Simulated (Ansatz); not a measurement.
The system is PtSe.

```
Pt Se
1.0
     0.00000    3.03745    3.03745
     3.03745    0.00000    3.03745
     3.03745    3.03745    0.00000
Pt Se
1 1
Direct
  0.00000 0.00000 0.00000
  0.25000 0.25000 0.25000
```

The cell comes from a database or a generator and needn't be the stable form of this composition.

Base run:

```yaml
Program: Ansatz 0.2.0
Functional: PBE
Potentials_or_basis: Ansatz PAW
Cutoff: "420 eV (not typed: the program's choice for these potentials)"
k_mesh: 5 × 5 × 5
Occupations: gaussian, width 0.05 eV
Spin: collinear spin, ferromagnetic start
Starting_moments: "[0.5, 0.0] μB"
Hubbard_terms: Pt d U = 4 eV
```

Its results: band gap on the k mesh none (metal or under the smearing width); pressure -10.5 GPa; net moment 0.10 μB per cell; site moments Pt +0.05; Se +0.02 μB.

Task: The run is repeated on the same cell with these changes: functional from PBE to r2SCAN; cutoff from 420 eV (not typed: the program's choice for these potentials) to 500 eV (not typed: the program's choice for these potentials). What comes out?

Result: Band gap on the k mesh none (metal or under the smearing width); pressure -12.6 GPa; net moment 0.90 μB per cell; site moments Pt +0.45; Se +0.24 μB.

Caveats: the magnetic or orbital state may not be the lowest; the PAW data sets come from PBE, with cores solved anew for the run's functional, which leaves a small shift of forces and pressure (some runs).
